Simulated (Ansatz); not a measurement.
CdSe: how strain makes field gradients

```
CELL_PARAMETERS angstrom
0.00000 3.07027 3.07027
3.07027 0.00000 3.07027
3.07027 3.07027 0.00000
ATOMIC_POSITIONS crystal
Cd 0.00000 0.00000 0.00000
Se 0.25000 0.25000 0.25000
```

Atoms are numbered in the order listed.

Structure from Materials Project entry mp-2691 (possibly hypothetical), not relaxed further.

Level of theory: DFT, PBE, all-electron PAW with datasets made for the crystal, scalar-relativistic in Ansatz 0.2.0.

Settings: a Γ-centred 8×8×8 k mesh, Fermi–Dirac smearing of 0.03 eV, cutoff 240 eV (chosen by the program for this cell), no spin polarisation.

The strain is applied along the Cartesian axes of the cell as listed (the other components stay zero). Fractional coordinates are held (clamped ions).

The columns are Cartesian components of the electric field gradient at the nuclei, in 10²¹ V/m².

No spin–orbit coupling: at heavy atoms the gradients can be off by tens of per cent for that reason.

Only quantities that a quadratic follows smoothly over the whole series are listed; rougher ones are left out.

```
    εzz  Vzz at Cd1  Vzz at Se2
-0.0300        0.95       -1.19
-0.0200        0.63       -0.80
 0.0000        0.00        0.00
 0.0100       -0.30        0.41
 0.0200       -0.59        0.82
 0.0300       -0.88        1.23
```

(1) Fit the series and give the gradient–strain slopes.

(2) One run, at εzz = -0.0100, is withheld. Predict its row.

Results:

(1) Least-squares fits y = p0 + p1 x + p2 x² to the rows give Vzz at Cd1: p1 = -30.5, p2 = 38; Vzz at Se2: p1 = 40.4, p2 = 20. The slopes p1 are in 10²¹ V/m² per unit strain, for clamped ions.

(2) The fits give 0.31, -0.40; the run gave 0.31, -0.40.
